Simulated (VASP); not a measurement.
# In in VASP: a series of runs

Runs on In. Level: PBE. Tasks: single point.

All numbers are computed with VASP 6.6.1; they aren't measurements. Logs are shortened: lines on timing, memory, paths and dates and some standing lists are left out, and cuts for length are marked.

## (1) The slab as given

The cell holds a slab with vacuum, 3 atoms: a = 3.335 Å, b = 3.335 Å, c = 17.509 Å, α = 90.00°, β = 90.00°, γ = 120.00°.

The slab is cut from a database's or a generator's crystal, which needn't be the stable form of the element.

## (2) Single point, PBE

File INCAR:

```
SYSTEM = In
PREC     = Accurate       ! precision mode
ENCUT    = 340            ! plane-wave cutoff, eV
EDIFF    = 1E-7           ! SCF threshold, eV
ISMEAR   = 1              ! smearing method
SIGMA    = 0.1            ! smearing width, eV
LREAL    = .FALSE.        ! projectors in reciprocal space
LASPH    = .TRUE.         ! aspherical terms in the spheres
NELM     = 120            ! most SCF steps
ALGO     = Normal         ! electronic algorithm
ISIF     = 2              ! what is computed and relaxed
LWAVE    = .FALSE.        ! write WAVECAR
LCHARG   = .FALSE.        ! write CHGCAR
LDIPOL   = .TRUE.       
IDIPOL   = 3            
DIPOL    = 0.5 0.5 0.500
GGA      = PE             ! functional
NBANDS   = 30             ! bands
LVHAR    = .TRUE.       
LVACPOTAV= .TRUE.
```

File KPOINTS:

```
regular mesh
0
G
  7 7 1
  0 0 0
```

File POSCAR:

```
In
1.0
    3.3354847820      0.0000000000      0.0000000000
   -1.6677423910      2.8886145552      0.0000000000
    0.0000000000      0.0000000000     17.5091429200
In
3
Direct
    0.3333333300      0.6666666600      0.3426781098
    0.6666666700      0.3333333400      0.5000000000
    0.3333333300      0.6666666600      0.6573218902
```

Potentials or basis: VASP PAW PBE potentials, release 64 (In_d).

Started as:

```
$ cat potpaw_PBE.64/In_d/POTCAR > POTCAR
$ mpirun -np 1 vasp_std > vasp.out
```

OUTCAR:

```text
SYSTEM = In
   PREC = Accurate
   ENCUT = 340
   EDIFF = 1E-7
   ISMEAR = 1
   LREAL = .FALSE.
   LASPH = .TRUE.
   NELM = 120
   ISIF = 2
   GGA = PE

 Found      8 irreducible k-points:

 Following reciprocal coordinates:
            Coordinates               Weight
  0.000000  0.000000  0.000000      1.000000
  0.142857  0.000000  0.000000      6.000000
  0.285714  0.000000  0.000000      6.000000
  0.428571  0.000000  0.000000      6.000000
  0.142857  0.142857  0.000000      6.000000
  0.285714  0.142857  0.000000     12.000000
   k-points           NKPTS =      8   k-points in BZ     NKDIM =      8   number of bands    NBANDS=     30
   number of dos      NEDOS =    301   number of ions     NIONS =      3
   total plane-waves  NPLWV =  43200
   dimension x,y,z NGX =    20 NGY =   20 NGZ =  108
   dimension x,y,z NGXF=    40 NGYF=   40 NGZF=  216
   ions per type =               3
   NGX,Y,Z   is equivalent  to a cutoff of   9.97,  9.97, 10.25 a.u.
   NGXF,Y,Z  is equivalent  to a cutoff of  19.94, 19.94, 20.51 a.u.
 SYSTEM =  In
   PREC   = accura    normal or accurate (medium, high low for compatibility)
   ISTART =      0    job   : 0-new  1-cont  2-samecut
   ICHARG =      2    charge: 1-file 2-atom 10-const
   ISPIN  =      1    spin polarized calculation?
   LNONCOLLINEAR =      F non collinear calculations
   LSORBIT =      F    spin-orbit coupling
   LASPH  =      T    aspherical Exc in radial PAW
   ENCUT  =  340.0 eV  24.99 Ry    5.00 a.u.   5.01  5.01 26.32*2*pi/ulx,y,z
   NELM   =    120;   NELMIN=  2; NELMDL= -5     # of ELM steps
   EDIFF  = 0.1E-06   stopping-criterion for ELM
   LREAL  =      F    real-space projection
   EDIFFG = 0.1E-05   stopping-criterion for IOM
   NSW    =      0    number of steps for IOM
   IBRION =     -1    ionic relax: 0-MD 1-quasi-New 2-CG
   NFREE  =      0    steps in history (QN), initial steepest desc. (CG)
   ISIF   =      2    stress and relaxation
   ISYM   =      2    0-nonsym 1-usesym 2-fastsym
   POTIM  = 0.5000    time-step for ionic-motion
   TEBEG  =    0.0;   TEEND  =   0.0 temperature during run
   PSTRESS=    0.0 pullay stress
   NELECT =      39.0000    total number of electrons
   NUPDOWN=      -1.0000    fix difference up-down
   EMIN   =  10.00;   EMAX   =-10.00  energy-range for DOS
   EFERMI =   0.00;   METHOD = LEGACY
   ISMEAR =     1;   SIGMA  =   0.10  broadening in eV -4-tet -1-fermi 0-gaus
   EFERMI_NEDOS =   21; number of points for ismear=-14 and -15
   IALGO  =     38    algorithm
   IMIX   =      4    mixing-type and parameters
     AMIX     =   0.40;   BMIX     =  1.00
     AMIX_MAG =   1.60;   BMIX_MAG =  1.00
  volume/ion in A,a.u.               =      56.23       379.48
  Fermi-wavevector in a.u.,A,eV,Ry     =   1.004751  1.898705 13.735422  1.009525
  Thomas-Fermi vector in A             =   2.137387
   LORBIT       =      0    0 simple, 1 ext, 2 COOP (PROOUT), +10 PAW based schemes
   GGA     = PE    functional components
   LHFCALC =     F    Hartree Fock is set to
   AEXX    =    0.0000 exact exchange contribution
   IVDW    =     0    specifies the selected vdW correction
   LEPSILON=     F    determine dielectric tensor
   LRPA    =     F    only Hartree local field effects (RPA)
 non-spin polarized calculation
 Methfessel and Paxton  Order N= 1 SIGMA  =   0.10
  energy-cutoff  :      340.00
  volume of cell :      168.70
 maximum number of plane-waves:      2429
 NGX is ok and might be reduce to    20
   NGX =  9   NGY =  9   NGZ = 53

 dipolmoment           0.000000      0.000000     -0.000000 electrons x Angstroem

 number of electron      39.0000059 magnetization

 dipolmoment           0.000000      0.000000      0.000000 electrons x Angstroem

 Free energy of the ion-electron system (eV)
  ---------------------------------------------------
  ext. energy  EPLUGINS =         0.00000000
  ---------------------------------------------------
  free energy    TOTEN  =        -7.32022635 eV

  energy without entropy =       -7.31791901  energy(sigma->0) =       -7.31945724

 E-fermi :   1.2577     XC(G=0):  -5.6504

 val. band max:        1.1979438664   @ k =   0.2857   0.1429   0.0000
 cond. band min:       1.2935821259   @ k =   0.4286   0.1429   0.0000
 fundamental gap:      0.0956382595
 Fermi energy:         1.2576868951

 k-point     1 :       0.0000    0.0000    0.0000
  band No.  band energies     occupation
      1     -13.1364      2.00000
      2     -13.1296      2.00000
      3     -13.0559      2.00000
      4     -13.0559      2.00000
      5     -13.0478      2.00000
      6     -13.0478      2.00000
[... 22 lines left out ...]
     29      11.2051      0.00000
     30      11.7924      0.00000

 k-point     2 :       0.1429    0.0000    0.0000
  band No.  band energies     occupation
      1     -13.1162      2.00000
      2     -13.1119      2.00000
      3     -13.0566      2.00000
      4     -13.0551      2.00000
      5     -13.0056      2.00000
      6     -12.9951      2.00000
[... 22 lines left out ...]
     29       9.9976      0.00000
     30      11.2694      0.00000

 k-point     3 :       0.2857    0.0000    0.0000
  band No.  band energies     occupation
      1     -13.1596      2.00000
      2     -13.1463      2.00000
      3     -13.0515      2.00000
      4     -13.0384      2.00000
      5     -12.9929      2.00000
      6     -12.9864      2.00000
[... 22 lines left out ...]
     29       9.0107      0.00000
     30       9.9203      0.00000

 k-point     4 :       0.4286    0.0000    0.0000
  band No.  band energies     occupation
      1     -13.2066      2.00000
      2     -13.1837      2.00000
      3     -13.0978      2.00000
      4     -13.0964      2.00000
      5     -13.0245      2.00000
      6     -12.9855      2.00000
[... 22 lines left out ...]
     29       8.9211      0.00000
     30       9.1816      0.00000

 k-point     5 :       0.1429    0.1429    0.0000
  band No.  band energies     occupation
      1     -13.0885      2.00000
      2     -13.0869      2.00000
      3     -13.0755      2.00000
      4     -13.0644      2.00000
      5     -13.0191      2.00000
      6     -12.9960      2.00000
[... 22 lines left out ...]
     29       8.4932      0.00000
     30       8.7537      0.00000

 k-point     6 :       0.2857    0.1429    0.0000
  band No.  band energies     occupation
      1     -13.1329      2.00000
      2     -13.1162      2.00000
      3     -13.0701      2.00000
      4     -13.0664      2.00000
      5     -13.0141      2.00000
      6     -12.9879      2.00000
[... 22 lines left out ...]
     29       7.8890      0.00000
     30       9.8382      0.00000

 [... further k-points ...]

------------------------ aborting loop because EDIFF is reached ----------------------------------------

  FORCE on cell =-STRESS in cart. coord.  units (eV):
  Direction    XX          YY          ZZ          XY          YZ          ZX
  --------------------------------------------------------------------------------------
  -------------------------------------------------------------------------------------
  Total        0.1965260      0.1965260     -1.5062903      0.0000000      0.0000000      0.0000000
  in kB        1.8664535      1.8664535    -14.3055912      0.0000000      0.0000000      0.0000000
  external PRESSURE =      -3.5242281 kB  Pullay stress =       0.0000000 kB

 VOLUME and BASIS-vectors are now :
 -----------------------------------------------------------------------------
  energy-cutoff  :      340.00
  volume of cell :      168.70
      direct lattice vectors                 reciprocal lattice vectors
     3.335484782  0.000000000  0.000000000     0.299806495  0.173093360  0.000000000
    -1.667742391  2.888614555  0.000000000     0.000000000  0.346186721  0.000000000
     0.000000000  0.000000000 17.509142920     0.000000000  0.000000000  0.057113018

 POSITION                                       TOTAL-FORCE (eV/Angst)
 -----------------------------------------------------------------------------------
      0.00000      1.92574      6.00000         0.000000      0.000000      0.221323
      1.66774      0.96287      8.75457         0.000000      0.000000      0.000000
      0.00000      1.92574     11.50914        -0.000000     -0.000000     -0.221323
 -----------------------------------------------------------------------------------
    total drift:                                0.000002      0.000007      0.000000

  FREE ENERGIE OF THE ION-ELECTRON SYSTEM (eV)
  ---------------------------------------------------
  free  energy   TOTEN  =        -7.3202263502 eV

  energy  without entropy=       -7.3179190127  energy(sigma->0) =       -7.31945724

 vacuum level on the upper side and lower side of the slab         5.242         5.242
```

It took 26 s on 1 thread of Intel Xeon Platinum 8375C at 2.90GHz (Ice Lake), shared host; peak memory 0.19 GiB.

These settings aren't checked as converged: the numbers below hold their error.

Results:

- Free energy: -7.3202 eV
- Largest force: 0.221 eV/Å
- Band gap on the k mesh: none (metal or under the smearing width)
- Work function of the upper face: 3.98 eV
- Work function of the lower face: 3.98 eV

## (3) Single point, PBE

INCAR: that of step 2 with these lines changed.

```diff
@@ -2,3 +2,3 @@
 PREC     = Accurate       ! precision mode
-ENCUT    = 340            ! plane-wave cutoff, eV
+ENCUT    = 520            ! plane-wave cutoff, eV
 EDIFF    = 1E-7           ! SCF threshold, eV
```

KPOINTS is that of step 2.

POSCAR is that of step 2.

Potentials or basis: VASP PAW PBE potentials, release 64 (In_d).

Started as:

```
$ cat potpaw_PBE.64/In_d/POTCAR > POTCAR
$ mpirun -np 1 vasp_std > vasp.out
```

Run time: 60 s. Hardware: 1 thread of Intel Xeon Platinum 8375C at 2.90GHz (Ice Lake), shared host; peak memory 0.32 GiB.

The run converged, but some of its settings lie outside the range that counts as converged, so its numbers aren't taken as properties of the slab.

What came out:

* Free energy: -7.3241 eV
* Largest force: 0.222 eV/Å
* Band gap on the k mesh: none (metal or under the smearing width)
* Work function of the upper face: 3.98 eV
* Work function of the lower face: 3.98 eV

## (4) Single point, PBE

INCAR: that of step 3 with these lines changed.

```diff
@@ -2,3 +2,3 @@
 PREC     = Accurate       ! precision mode
-ENCUT    = 520            ! plane-wave cutoff, eV
+ENCUT    = 650            ! plane-wave cutoff, eV
 EDIFF    = 1E-7           ! SCF threshold, eV
```

KPOINTS is that of step 3.

POSCAR is that of step 3.

Started as:

```
$ cat potpaw_PBE.64/In_d/POTCAR > POTCAR
$ mpirun -np 1 vasp_std > vasp.out
```

Run time: 67 s. Hardware: 1 thread of Intel Xeon Platinum 8375C at 2.90GHz (Ice Lake), shared host; peak memory 0.33 GiB.

The run converged, but some of its settings lie outside the range that counts as converged, so its numbers aren't taken as properties of the slab.

What came out:

```
Free energy                     : -7.3242 eV
Largest force                   : 0.222 eV/Å
Band gap on the k mesh          : none (metal or under the smearing width)
Work function of the upper face : 3.98 eV
Work function of the lower face : 3.98 eV
```
